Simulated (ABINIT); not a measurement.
# PtSe2 (Sudovikovite) (P-3m1) in ABINIT: further runs, part 2 of 2

ABINIT 10.8.3 (patched build). The steps go on from the part before.

### Step 3. Band structure, PBEsol

run.abi reads:

```
ndtset 2

pp_dirpath "./"
pseudos "Pt.GGA_PBE-JTH.xml, Se.GGA_PBE-JTH.xml"

acell 3*1.0
rprim
     7.0373400881     0.0000000000     0.0000000000
    -3.5186700441     6.0945152914     0.0000000000
     0.0000000000     0.0000000000     9.5657936429
ntypat 2
znucl 78 34
natom 3
typat 1 2 2
xred
     0.0000000000     0.0000000000     0.0000000000
     0.6666666667     0.3333333333     0.7500000000
     0.3333333333     0.6666666667     0.2500000000

ecut 20.0
pawecutdg 40.0

ixc -116133

occopt 3
tsmear 0.00183747

nstep 100

iomode 3
prtwf 0
prteig 0
prtebands 0
enunit 2
prtden1 1

kptopt1 1
ngkpt1 8 8 5
nshiftk1 1
shiftk1 0.0 0.0 0.0
nband1 15
tolvrs1 1.0e-9

iscf2 -2
getden2 1
nband2 19
nbdbuf2 2
tolwfr2 1.0e-12
kptopt2 -7
ndivsm2 5
prteig2 1
kptbounds2
     0.0000000000     0.0000000000     0.0000000000
     0.5000000000     0.0000000000     0.0000000000
     0.3333333333     0.3333333333     0.0000000000
     0.0000000000     0.0000000000     0.0000000000
     0.0000000000     0.0000000000     0.5000000000
     0.5000000000     0.0000000000     0.5000000000
     0.3333333333     0.3333333333     0.5000000000
     0.0000000000     0.0000000000     0.5000000000
```

Potentials or basis: JTH PAW PBE v2.0.

The run is started by

```console
$ abinit run.abi > log 2>&1
```

run.abo:

```text
.Version 10.8.3 of ABINIT
 DATASET    1 : space group P-3 m 1 (#164); Bravais hP (primitive hexag.)
================================================================================
 Values of the parameters that define the memory need for DATASET  1.
     intxc =       0    ionmov =       0      iscf =      17    lmnmax =      18
     lnmax =       6     mgfft =      40  mpssoang =       3    mqgrid =    3001
     natom =       3  nloc_mem =       2    nspden =       1   nspinor =       1
    nsppol =       1      nsym =      12    n1xccc =       1    ntypat =       2
    occopt =       3   xclevel =       2
       mpw =        1781          nfft =       36000          nkpt =          40
 PAW method is used; the additional fine FFT grid is defined by:
   mgfftf=        60    nfftf =    121500
================================================================================
================================================================================

 DATASET    2 : space group P-3 m 1 (#164); Bravais hP (primitive hexag.)
[... 1268 lines left out ...]

== END DATASET(S) ==============================================================
================================================================================

 -outvars: echo values of variables after computation  --------
            acell      1.0000000000E+00  1.0000000000E+00  1.0000000000E+00 Bohr
           etotal1    -4.6276347177E+01
            fcart1     3.1885215027E-30  5.3385918689E-29 -0.0000000000E+00
                       5.1016344044E-29  3.6817874962E-30 -8.7045792160E-03
                      -5.4204865546E-29 -5.7067706186E-29  8.7045792160E-03
            rprim      7.0373400881E+00  0.0000000000E+00  0.0000000000E+00
                      -3.5186700441E+00  6.0945152914E+00  0.0000000000E+00
                       0.0000000000E+00  0.0000000000E+00  9.5657936429E+00
           strten1    -1.1351770043E-04 -1.1351770057E-04 -5.5829876333E-05
                       0.0000000000E+00  0.0000000000E+00  1.0016689405E-13
           xangst      0.0000000000E+00  0.0000000000E+00  0.0000000000E+00
                       1.8619999987E+00  1.0750262005E+00  3.7964999974E+00
                      -1.7639288942E-11  2.1500524010E+00  1.2654999991E+00
             xred      0.0000000000E+00  0.0000000000E+00  0.0000000000E+00
                       6.6666666667E-01  3.3333333333E-01  7.5000000000E-01
                       3.3333333333E-01  6.6666666667E-01  2.5000000000E-01
 Calculation completed.
```

It took 98 s on 1 thread of Arm Neoverse V2, shared host; peak memory 0.15 GiB.

Results:

| Item | Value |
| --- | --- |
| Free energy | -1259.2436 eV |
| Pressure | 2.8 GPa |
| Largest force | 0.448 eV/Å |
| Band gap on the k mesh | none (metal or under the smearing width) |

Forces on the atoms (eV/Å):
```
Pt   0.000  0.000  0.000
Se   0.000  0.000 -0.448
Se   0.000  0.000  0.448
```

Levels at the corners of the path, in eV from the Fermi level:
```csv
point,band 8,band 9,band 10,band 11,band 12,band 13,band 14,band 15
Γ,-2.61,-1.08,-1.08,0.41,1.41,1.41,3.48,4.06
M,-3.59,-3.53,-3.45,-3.02,0.60,2.32,4.70,5.75
K,-3.82,-2.73,-1.88,-1.88,-0.05,-0.05,3.97,7.54
Γ,-2.61,-1.08,-1.08,0.41,1.41,1.41,3.48,4.06
A,-3.00,-1.75,-1.51,-1.51,2.27,2.27,4.71,6.22
L,-3.55,-3.26,-2.89,-1.41,0.94,1.46,4.49,4.67
H,-4.25,-3.70,-2.54,-2.54,1.97,1.97,6.52,7.23
A,-3.00,-1.75,-1.51,-1.51,2.27,2.27,4.71,6.22
```

Caveat: the PAW data sets were made with another functional, which shifts forces and pressure a little; spin-orbit coupling is left out, which moves the levels of the heavy elements; the atomic spheres overlap.

### Step 4. Band structure, revPBE

run.abi: that of step 3 with these lines changed.

```diff
@@ -5,7 +5,7 @@
 
-acell 3*1.0
+acell 7.0373400881 7.0373400881 9.5657936429
 rprim
-     7.0373400881     0.0000000000     0.0000000000
-    -3.5186700441     6.0945152914     0.0000000000
-     0.0000000000     0.0000000000     9.5657936429
+     1.0000000000     0.0000000000     0.0000000000
+    -0.5000000000     0.8660254038     0.0000000000
+     0.0000000000     0.0000000000     1.0000000000
 ntypat 2
@@ -22,6 +22,6 @@
 
-ixc -116133
+ixc 14
 
 occopt 3
-tsmear 0.00183747
+tsmear 0.05 eV
 
@@ -33,3 +33,3 @@
 prtebands 0
-enunit 2
+enunit 1
 prtden1 1
@@ -49,4 +49,5 @@
 kptopt2 -7
-ndivsm2 5
+ndivsm2 8
 prteig2 1
+prtvol2 -3
 kptbounds2
```

The run is started by

```console
$ abinit run.abi > log 2>&1
```

Wall time 1.9 min (1 thread of Arm Neoverse V2, shared host); peak memory 0.15 GiB.

It converged, with:

| Quantity | Value |
| --- | --- |
| Free energy | -1254.2207 eV |
| Pressure | 9.6 GPa |
| Largest force | 0.720 eV/Å |
| Band gap on the k mesh | none (metal or under the smearing width) |

Forces on the atoms (eV/Å):
```
Pt   0.000  0.000  0.000
Se   0.000  0.000 -0.720
Se   0.000  0.000  0.720
```

Stress tensor (GPa, compression positive):
```
10.30  0.00  0.00
 0.00 10.30  0.00
 0.00  0.00  8.21
```

Levels at the corners of the path, in eV from the Fermi level:
| point | band 7 | band 8 | band 9 | band 10 | band 11 | band 12 | band 13 | band 14 | band 15 | band 16 |
| --- | --- | --- | --- | --- | --- | --- | --- | --- | --- | --- |
| Γ | -4.10 | -2.65 | -1.12 | -1.12 | 0.36 | 1.38 | 1.38 | 3.63 | 4.24 | 7.31 |
| M | -3.76 | -3.60 | -3.58 | -3.50 | -3.05 | 0.62 | 2.28 | 4.75 | 5.87 | 7.16 |
| K | -4.83 | -3.86 | -2.75 | -1.92 | -1.92 | -0.03 | -0.03 | 4.05 | 7.67 | 8.85 |
| Γ | -4.10 | -2.65 | -1.12 | -1.12 | 0.36 | 1.38 | 1.38 | 3.63 | 4.24 | 7.31 |
| A | -4.13 | -2.97 | -1.78 | -1.55 | -1.55 | 2.23 | 2.23 | 4.82 | 6.32 | 6.76 |
| L | -3.61 | -3.60 | -3.30 | -2.92 | -1.44 | 0.92 | 1.47 | 4.54 | 4.85 | 7.22 |
| H | -4.58 | -4.23 | -3.75 | -2.59 | -2.59 | 1.94 | 1.94 | 6.52 | 7.32 | 7.32 |
| A | -4.13 | -2.97 | -1.78 | -1.55 | -1.55 | 2.23 | 2.23 | 4.82 | 6.32 | 6.76 |

Caveat: the PAW data sets were made with another functional, which shifts forces and pressure a little; spin-orbit coupling is left out, which moves the levels of the heavy elements; the atomic spheres overlap.

### Step 5. Overview

| level | potentials or basis | gap on the mesh (eV) | pressure (GPa) | largest force (eV/Å) |
| --- | --- | --- | --- | --- |
| LDA-PZ | JTH PAW LDA v2.0 | none | -0.1 | 0.28 |
| PBEsol | JTH PAW PBE v2.0 | none | 2.8 | 0.45 |
| revPBE | JTH PAW PBE v2.0 | none | 9.6 | 0.72 |

Alike in all rows: task band structure; no spin polarisation; cell as given; k mesh 8 × 8 × 5; cutoff (eV) 544; smearing fermi-dirac 0.05 eV.

Caveats: spin-orbit coupling is left out, which moves the levels of the heavy elements; the atomic spheres overlap; the PAW data sets were made with another functional, which shifts forces and pressure a little (some runs).

Total energies depend on the potentials used, so only differences within one code and one set of settings carry meaning.
